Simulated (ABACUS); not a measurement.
Crystal: ZnSe (Stilleite).

```
Se Zn
1.0
     0.00000    2.83380    2.83380
     2.83380    0.00000    2.83380
     2.83380    2.83380    0.00000
Se Zn
1 1
Direct
  0.75000 0.75000 0.75000
  0.00000 0.00000 0.00000
```

| Item | Value |
| --- | --- |
| Program | ABACUS 3.10.1 |
| Task | relaxation of cell and atoms |
| Functional | HLE16 |
| Potentials or basis | SG15 ONCV 1.2 PBE |
| Cutoff | 1184 eV |
| Density cutoff | 4735 eV |
| Basis | plane waves |
| k mesh | 6 × 6 × 6 |
| Occupations | fermi-dirac, width 0.05 eV |
| Spin | no spin polarisation |

At the start: pressure -2.0 GPa; volume 22.76 Å³/atom.

Question: How do energy, volume and symmetry change on relaxing?

Answer: Over 3 steps the energy falls by 5.2 meV/atom and the volume is 21.96 Å³/atom (-3.5 %); space group F-43m (No. 216, to 0.05 Å).

The path:
```
step  energy change (eV)  largest force (eV/Å)  pressure (GPa)  volume (Å³)
   1              0.0000                0.0000           -2.01        45.51
   2             -0.0100                0.0000            0.48        43.59
   3             -0.0104                0.0000           -0.04        43.91
```

Final structure:
```yaml
crystal:
  lattice:
    - [0.00000, 2.80018, 2.80018]
    - [2.80018, 0.00000, 2.80018]
    - [2.80018, 2.80018, 0.00000]
  atoms:
    - { symbol: Se, position: [0.75000, 0.75000, 0.75000] }
    - { symbol: Zn, position: [0.00000, 0.00000, 0.00000] }
```

Caveat: the potentials were made for a functional far from this one; the potentials were made for another functional, which shifts forces and pressure.
